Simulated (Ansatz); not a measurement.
**NiSi₂ under pressure: fit and missing row**

NiSi₂, Fm-3m, a = 5.391 Å. Ansatz: PBEsol, PAW, 420 eV, Γ-centred 14×14×14 mesh on 3 atoms, Gaussian smearing 0.10 eV; no spin polarisation. Cell and atoms are relaxed at each pressure, and no other structure is tried, so the rows at high pressure may lie past a change of phase.

| V (Å³/atom) | P (GPa) |
| --- | --- |
| 9.769 | 90.01 |
| 10.707 | 50.00 |
| 11.583 | 25.01 |
| 12.228 | 12.00 |
| 12.747 | 4.05 |
| 12.978 | 1.00 |
| 13.059 | 0.00 |
| ? | -1.00 |

Take V0 = 13.059 Å³/atom, fit the third-order Birch–Murnaghan form to the other rows, and predict the missing volume.

With the Eulerian strain f = ½[(V0/V)^(2/3) − 1] and y = P/[3f(1 + 2f)^(5/2)], the form is the line y = B0 + 1.5 B0 (B0′ − 4) f. Rows (f, y): 0.10675, 173.3; 0.07077, 169.1; 0.04162, 164.0; 0.02240, 160.0; 0.00813, 159.5; 0.00208, 158.6. Means f = 0.04196, y = 164.08; Σ(Δf)² = 0.008145, ΣΔfΔy = 1.195; the slope is their ratio. y = 157.9 + 146.7 f GPa, so B0 = 157.9 GPa and B0′ = 4 + 2 × (146.7)/(3 × 157.9) = 4.62. P = -1.00 GPa is met at f = -0.00214 (y = 157.59), so V = V0 (1 + 2f)^(−3/2) = 13.143 Å³/atom. The run gave 13.143 Å³/atom, the same to the digits shown.